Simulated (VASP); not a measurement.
# Sb in VASP: a series of runs

The runs below take Sb through single point, with PBE, HSE06.

All numbers are computed with VASP 6.6.1; they aren't measurements. Logs are shortened: lines on timing, memory, paths and dates and some standing lists are left out, and cuts for length are marked.

**1. Starting point**

The cell holds a slab with vacuum, 2 atoms: a = 4.308 Å, b = 4.308 Å, c = 19.507 Å, α = 90.00°, β = 90.00°, γ = 120.00°.

The slab is cut from a database's or a generator's crystal, which needn't be the stable form of the element.

**2. Single point, PBE, spin-orbit coupling, no magnetisation**

INCAR

```
SYSTEM = Sb
PREC = Accurate ; ENCUT = 520
EDIFF = 1E-7 ; ISMEAR = 0
SIGMA = 0.05 ; LREAL = .False.
LASPH = .True. ; NELM = 80
ALGO = Normal ; ISIF = 2
LWAVE = .False. ; LCHARG = .False.
MAGMOM = 0 0 0 0 0 0 ; LORBIT = 11
LSORBIT = .True. ; GGA_COMPAT = .False.
LDIPOL = .True. ; IDIPOL = 3
DIPOL = 0.5 0.5 0.500 ; GGA = PE
NBANDS = 22 ; LVHAR = .True.
LVACPOTAV = .True.
```

KPOINTS

```
Automatic mesh
0
Gamma
  12 12 1
  0 0 0
```

POSCAR

```
Sb                                      
1.0
    4.3084000000      0.0000000000      0.0000000000
   -2.1542000000      3.7311838500      0.0000000000
    0.0000000000      0.0000000000     19.5067325300
  Sb            
     2
Direct
     0.3333333329999988    0.6666666670000012    0.5404649243971418
     0.0000000000000000    0.0000000000000000    0.4595350756028582
```

Potentials or basis: VASP PAW PBE potentials, release 64 (Sb).

Run with:

```bash
cat potpaw_PBE.64/Sb/POTCAR > POTCAR
mpirun -np 1 vasp_ncl > vasp.out
```

OUTCAR:

```text
SYSTEM = Sb
   PREC = Accurate
   ENCUT = 520
   EDIFF = 1E-7
   ISMEAR = 0
   LREAL = .False.
   LASPH = .True.
   NELM = 80
   ISIF = 2
   LORBIT = 11
   LSORBIT = .True.
   GGA = PE

 ion  position               nearest neighbor table
   1  0.333  0.667  0.540-   2 2.95   2 2.95   2 2.95
   2  0.000  0.000  0.460-   1 2.95   1 2.95   1 2.95

  LATTYP: Found a hexagonal cell.
 ALAT       =     4.3084000000
 C/A-ratio  =     4.5276048022

  Lattice vectors:

 A1 = (   4.3084000000,   0.0000000000,   0.0000000000)
 A2 = (  -2.1542000000,   3.7311838500,   0.0000000000)
 A3 = (   0.0000000000,   0.0000000000,  19.5067325300)

Analysis of symmetry for initial positions (statically):
=====================================================================
 Subroutine PRICEL returns:
 Original cell was already a primitive cell.

 Routine SETGRP: Setting up the symmetry group for a
 hexagonal supercell.

 Subroutine GETGRP returns: Found 12 space group operations
 (whereof  6 operations were pure point group operations)
 out of a pool of 24 trial point group operations.

The static configuration has the point symmetry C_3v.
 The point group associated with its full space group is D_3d.

Analysis of symmetry for dynamics (positions and initial velocities):
=====================================================================
 Subroutine PRICEL returns:
 Original cell was already a primitive cell.

 Routine SETGRP: Setting up the symmetry group for a
 hexagonal supercell.

 Subroutine GETGRP returns: Found 12 space group operations
 (whereof  6 operations were pure point group operations)
 out of a pool of 24 trial point group operations.

The dynamic configuration has the point symmetry C_3v.
 The point group associated with its full space group is D_3d.

Analysis of structural, dynamic, and magnetic symmetry:
=====================================================================
 Subroutine PRICEL returns:
 Original cell was already a primitive cell.

 Routine SETGRP: Setting up the symmetry group for a
 hexagonal supercell.

 Subroutine GETGRP returns: Found 12 space group operations
 (whereof  6 operations were pure point group operations)
 out of a pool of 24 trial point group operations.

The overall configuration has the point symmetry C_3v.
 The point group associated with its full space group is D_3d.

 Subroutine INISYM returns: Found 12 space group operations
 (whereof  6 operations are pure point group operations),
 and found     1 'primitive' translations

----------------------------------------------------------------------------------------

                                     Primitive cell

  volume of cell :     313.5792

  direct lattice vectors                    reciprocal lattice vectors
     4.308400000  0.000000000  0.000000000     0.232104726  0.134005726  0.000000000
    -2.154200000  3.731183850  0.000000000     0.000000000  0.268011452  0.000000000
     0.000000000  0.000000000 19.506732530     0.000000000  0.000000000  0.051264352

  length of vectors
     4.308400000  4.308400000 19.506732530     0.268011452  0.268011452  0.051264352

  position of ions in fractional coordinates (direct lattice)
     0.333333333  0.666666667  0.540464924
     0.000000000  0.000000000  0.459535076

  ion indices of the primitive-cell ions
   primitive index   ion index
                 1           1
                 2           2

----------------------------------------------------------------------------------------

 KPOINTS: Automatic mesh

Automatic generation of k-mesh.
 Grid dimensions read from file:
 generate k-points for:   12   12    1

 Generating k-lattice:

  Cartesian coordinates                     Fractional coordinates (reciprocal lattice)
     0.019342060  0.011167144  0.000000000     0.083333333  0.000000000  0.000000000
     0.000000000  0.022334288  0.000000000     0.000000000  0.083333333  0.000000000
     0.000000000  0.000000000  0.051264352     0.000000000  0.000000000  1.000000000

  Length of vectors
     0.022334288  0.022334288  0.051264352

  Shift w.r.t. Gamma in fractional coordinates (k-lattice)
     0.000000000  0.000000000  0.000000000

 Subroutine IBZKPT returns following result:
 ===========================================

 Found     19 irreducible k-points:

 Following reciprocal coordinates:
            Coordinates               Weight
  0.000000  0.000000  0.000000      1.000000
[... 29 lines left out ...]
   ICHARG =      2    charge: 1-file 2-atom 10-const
   ISPIN  =      1    spin polarized calculation?
   LNONCOLLINEAR =      T non collinear calculations
   LSORBIT =      T    spin-orbit coupling
   LASPH  =      T    aspherical Exc in radial PAW
   ENCUT  =  520.0 eV  38.22 Ry    6.18 a.u.   8.01  8.01 36.27*2*pi/ulx,y,z
   NELM   =     80;   NELMIN=  2; NELMDL= -5     # of ELM steps
   EDIFF  = 0.1E-06   stopping-criterion for ELM
   LREAL  =      F    real-space projection
   EDIFFG = 0.1E-05   stopping-criterion for IOM
   NSW    =      0    number of steps for IOM
   IBRION =     -1    ionic relax: 0-MD 1-quasi-New 2-CG
   NFREE  =      0    steps in history (QN), initial steepest desc. (CG)
   ISIF   =      2    stress and relaxation
   ISYM   =      2    0-nonsym 1-usesym 2-fastsym
   POTIM  = 0.5000    time-step for ionic-motion
   TEBEG  =    0.0;   TEEND  =   0.0 temperature during run
   PSTRESS=    0.0 pullay stress
   NELECT =      10.0000    total number of electrons
   NUPDOWN=      -1.0000    fix difference up-down
   EMIN   =  10.00;   EMAX   =-10.00  energy-range for DOS
   EFERMI =   0.00;   METHOD = LEGACY
   ISMEAR =     0;   SIGMA  =   0.05  broadening in eV -4-tet -1-fermi 0-gaus
   EFERMI_NEDOS =   21; number of points for ismear=-14 and -15
   IALGO  =     38    algorithm
   IMIX   =      4    mixing-type and parameters
     AMIX     =   0.40;   BMIX     =  1.00
     AMIX_MAG =   1.60;   BMIX_MAG =  1.00
  volume/ion in A,a.u.               =     156.79      1058.07
  Fermi-wavevector in a.u.,A,eV,Ry     =   0.519149  0.981050  3.666990  0.269516
  Thomas-Fermi vector in A             =   1.536385
   LORBIT       =     11    0 simple, 1 ext, 2 COOP (PROOUT), +10 PAW based schemes
   GGA     = PE    functional components
   LHFCALC =     F    Hartree Fock is set to
   AEXX    =    0.0000 exact exchange contribution
   IVDW    =     0    specifies the selected vdW correction
   LEPSILON=     F    determine dielectric tensor
   LRPA    =     F    only Hartree local field effects (RPA)
 Gauss-broadening in eV      SIGMA  =   0.05
  energy-cutoff  :      520.00
  volume of cell :      313.58
 maximum number of plane-waves:     16992
   NGX = 17   NGY = 17   NGZ = 73

 number of electron      10.0000000 magnetization       0.0000000      0.0000000      0.0000000

 dipolmoment           0.000000      0.000000     -0.000000 electrons x Angstroem

 number of electron      10.0000000 magnetization      -0.0000000     -0.0000000     -0.0000000

 number of electron      10.0000000 magnetization       0.0000000      0.0000000     -0.0000000

 number of electron      10.0000000 magnetization       0.0000000     -0.0000000     -0.0000000

 dipolmoment           0.000000      0.000000      0.000000 electrons x Angstroem

 Free energy of the ion-electron system (eV)
  ---------------------------------------------------
  ext. energy  EPLUGINS =         0.00000000
  ---------------------------------------------------
  free energy    TOTEN  =        -8.17257002 eV

  energy without entropy =       -8.17257002  energy(sigma->0) =       -8.17257002

 E-fermi :  -2.5005     XC(G=0):  -2.6245

 val. band max:       -2.7529975245   @ k =   0.0000   0.0000   0.0000
 cond. band min:      -1.8153964532   @ k =   0.0000   0.0000   0.0000
 fundamental gap:      0.9376010713
 Fermi energy:        -2.5005288352

 k-point     1 :       0.0000    0.0000    0.0000
  band No.  band energies     occupation
      1     -13.5379      1.00000
      2     -13.5379      1.00000
      3      -8.7934      1.00000
      4      -8.7934      1.00000
      5      -3.4879      1.00000
      6      -3.4879      1.00000
[... 464 lines left out ...]
     21       4.1048      0.00000
     22       4.1048      0.00000

------------------------ aborting loop because EDIFF is reached ----------------------------------------

  FORCE on cell =-STRESS in cart. coord.  units (eV):
  Direction    XX          YY          ZZ          XY          YZ          ZX
  --------------------------------------------------------------------------------------
  -------------------------------------------------------------------------------------
  Total       -1.4154046     -1.4154046      0.0029639      0.0000000      0.0000000      0.0000000
  in kB       -7.2317599     -7.2317599      0.0151437      0.0000000      0.0000000      0.0000000
  external PRESSURE =      -4.8161254 kB  Pullay stress =       0.0000000 kB

 VOLUME and BASIS-vectors are now :
 -----------------------------------------------------------------------------
  energy-cutoff  :      520.00
  volume of cell :      313.58
      direct lattice vectors                 reciprocal lattice vectors
     4.308400000  0.000000000  0.000000000     0.232104726  0.134005726  0.000000000
    -2.154200000  3.731183850  0.000000000     0.000000000  0.268011452  0.000000000
     0.000000000  0.000000000 19.506732530     0.000000000  0.000000000  0.051264352

 POSITION                                       TOTAL-FORCE (eV/Angst)
 -----------------------------------------------------------------------------------
     -0.00000      2.48746     10.54270         0.000000      0.000000      0.003084
      0.00000      0.00000      8.96403        -0.000000     -0.000000     -0.003084
 -----------------------------------------------------------------------------------
    total drift:                                0.000000     -0.000000      0.000002

  FREE ENERGIE OF THE ION-ELECTRON SYSTEM (eV)
  ---------------------------------------------------
  free  energy   TOTEN  =        -8.1725700228 eV

  energy  without entropy=       -8.1725700228  energy(sigma->0) =       -8.17257002

 vacuum level on the upper side and lower side of the slab         2.217         2.217

 Spin-Orbit-Coupling matrix elements

 Ion:    1  E_soc:     -0.1364898
 l=   1
     0.0000000    -0.0233886    -0.0212417
    -0.0233886     0.0000000    -0.0233886
    -0.0212417    -0.0233886     0.0000000
 l=   2
     0.0000000    -0.0000157     0.0000000    -0.0000157    -0.0000799
    -0.0000157     0.0000000    -0.0000428     0.0000021    -0.0000157
     0.0000000    -0.0000428     0.0000000    -0.0000428     0.0000000
    -0.0000157     0.0000021    -0.0000428     0.0000000    -0.0000157
    -0.0000799    -0.0000157     0.0000000    -0.0000157     0.0000000
 l=   3
     0.0000000     0.0000000     0.0000000     0.0000000     0.0000000     0.0000000     0.0000000
     0.0000000     0.0000000     0.0000000     0.0000000     0.0000000     0.0000000     0.0000000
     0.0000000     0.0000000     0.0000000     0.0000000     0.0000000     0.0000000     0.0000000
     0.0000000     0.0000000     0.0000000     0.0000000     0.0000000     0.0000000     0.0000000
     0.0000000     0.0000000     0.0000000     0.0000000     0.0000000     0.0000000     0.0000000
     0.0000000     0.0000000     0.0000000     0.0000000     0.0000000     0.0000000     0.0000000
     0.0000000     0.0000000     0.0000000     0.0000000     0.0000000     0.0000000     0.0000000

 Ion:    2  E_soc:     -0.1364898
 l=   1
     0.0000000    -0.0233886    -0.0212417
    -0.0233886     0.0000000    -0.0233886
    -0.0212417    -0.0233886     0.0000000
 l=   2
     0.0000000    -0.0000157     0.0000000    -0.0000157    -0.0000799
    -0.0000157     0.0000000    -0.0000428     0.0000021    -0.0000157
     0.0000000    -0.0000428     0.0000000    -0.0000428     0.0000000
    -0.0000157     0.0000021    -0.0000428     0.0000000    -0.0000157
    -0.0000799    -0.0000157     0.0000000    -0.0000157     0.0000000
 l=   3
     0.0000000     0.0000000     0.0000000     0.0000000     0.0000000     0.0000000     0.0000000
     0.0000000     0.0000000     0.0000000     0.0000000     0.0000000     0.0000000     0.0000000
     0.0000000     0.0000000     0.0000000     0.0000000     0.0000000     0.0000000     0.0000000
     0.0000000     0.0000000     0.0000000     0.0000000     0.0000000     0.0000000     0.0000000
     0.0000000     0.0000000     0.0000000     0.0000000     0.0000000     0.0000000     0.0000000
     0.0000000     0.0000000     0.0000000     0.0000000     0.0000000     0.0000000     0.0000000
     0.0000000     0.0000000     0.0000000     0.0000000     0.0000000     0.0000000     0.0000000

 total charge

# of ion       s       p       d       tot
------------------------------------------
    1        1.214   1.140   0.022   2.376
    2        1.214   1.140   0.022   2.376
--------------------------------------------------
tot          2.428   2.280   0.043   4.751

 magnetization (x)

# of ion       s       p       d       tot
------------------------------------------
    1       -0.000   0.000  -0.000   0.000
    2       -0.000   0.000  -0.000   0.000
--------------------------------------------------
tot         -0.000   0.000  -0.000   0.000

 magnetization (y)

# of ion       s       p       d       tot
------------------------------------------
    1        0.000   0.000   0.000   0.000
    2        0.000   0.000   0.000   0.000
--------------------------------------------------
tot          0.000   0.000   0.000   0.000

 magnetization (z)

# of ion       s       p       d       tot
------------------------------------------
    1       -0.000  -0.000   0.000  -0.000
    2       -0.000  -0.000   0.000  -0.000
--------------------------------------------------
tot         -0.000  -0.000   0.000  -0.000
```

Wall time 12 min (1 thread of Intel Xeon Platinum 8559C (Emerald Rapids), shared host); peak memory 0.99 GiB.

Results:

```
Free energy                                           : -8.1726 eV
Largest force                                         : 0.003 eV/Å
Valence electrons inside the program's atomic spheres : Sb 2.38
Work function of the upper face                       : 4.72 eV
Work function of the lower face                       : 4.72 eV
```

Forces in eV/Å, atoms in the order of the input:
```
Sb   0.000  0.000  0.003
Sb   0.000  0.000 -0.003
```

**3. Single point, HSE06**

POSCAR is that of step 2.

INCAR.step1

```
SYSTEM = Sb
PREC = Accurate ; ENCUT = 520
EDIFF = 1E-5 ; ISMEAR = 0
SIGMA = 0.05 ; LREAL = .False.
LASPH = .True. ; NELM = 80
ALGO = Normal ; ISIF = 2
LWAVE = .True. ; LCHARG = .False.
LDIPOL = .True. ; IDIPOL = 3
DIPOL = 0.5 0.5 0.500 ; NBANDS = 12
LVHAR = .True. ; LVACPOTAV = .True.
GGA = PE
```

INCAR.step2

```
SYSTEM = Sb
PREC = Accurate ; ENCUT = 520
EDIFF = 1E-7 ; ISMEAR = 0
SIGMA = 0.05 ; LREAL = .False.
LASPH = .True. ; NELM = 80
ALGO = Normal ; ISIF = 2
LWAVE = .False. ; LCHARG = .False.
LDIPOL = .True. ; IDIPOL = 3
DIPOL = 0.5 0.5 0.500 ; GGA = PE
LHFCALC = .True. ; HFSCREEN = 0.2
PRECFOCK = Fast ; NBANDS = 12
LVHAR = .True. ; LVACPOTAV = .True.
ISTART = 1
```

KPOINTS

```
Automatic mesh
0
Gamma
  6 6 1
  0 0 0
```

Potentials or basis: VASP PAW PBE potentials, release 64 (Sb).

Run with:

```bash
cat potpaw_PBE.64/Sb/POTCAR > POTCAR
cp INCAR.step1 INCAR
mpirun -np 1 vasp_std > vasp.out
cp INCAR.step2 INCAR
mpirun -np 1 vasp_std > vasp.out
```

Wall time 7.9 min (1 thread of Intel Xeon Platinum 8559C (Emerald Rapids), shared host); peak memory 0.49 GiB.

Results (log left out):

```
Free energy                            : -9.9057 eV
Largest force                          : 0.500 eV/Å
Band gap on the k mesh                 : 1.73 eV, direct
Ionisation potential of the upper face : 5.56 eV
```

Forces in eV/Å, atoms in the order of the input:
```
Sb   0.000  0.000 -0.500
Sb   0.000  0.000  0.500
```

Levels at points of the mesh, in eV from the valence-band top:
| k point | band 2 | band 3 | band 4 | band 5 | band 6 | band 7 | band 8 | band 9 |
| --- | --- | --- | --- | --- | --- | --- | --- | --- |
| (0.00, 0.00, 0.00) | -6.42 | -0.18 | -0.18 | 0.00 | 1.73 | 3.30 | 3.30 | 5.22 |
| (0.50, 0.00, 0.00) | -8.23 | -2.69 | -1.63 | -1.08 | 2.23 | 3.52 | 4.33 | 6.13 |

Caveat: the PAW data sets were made with another functional, which shifts forces and pressure a little; spin-orbit coupling is left out, which moves the levels of the heavy elements.

(Part 1 of 2 ends here.)
